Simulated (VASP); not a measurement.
In CuCl (zinc blende type) the Cu atom of the primitive cell, with all its periodic images, is moved by 0.06 Å along [111].

```
Cu Cl
1.0
     0.00000    2.71000    2.71000
     2.71000    0.00000    2.71000
     2.71000    2.71000    0.00000
Cu Cl
1 1
Direct
  0.00639 0.00639 0.00639
  0.25000 0.25000 0.25000
```

The calculation used PBE, plane waves, standard recommended PAW potentials in VASP 6.6.1.

Cutoff 479 eV; orbitals from an earlier step on the same cell; potentials Cu_pv Cl; PREC = Accurate; k-mesh 4×4×4 Γ-centred; Fermi–Dirac smearing of 0.05 eV; no spin polarisation.

Problem. What force results?

Solution. The force on it along the displacement is -0.1003 eV/Å, a force constant of 1.67 eV/Å². A one-sided step along [111] also holds the cubic anharmonicity.

```csv
atom,Fx (eV/Å),Fy (eV/Å),Fz (eV/Å)
Cu1,-0.0579,-0.0579,-0.0579
Cl2,0.0579,0.0579,0.0579
```

The k-mesh is modest, so these values aren't fully converged in k.
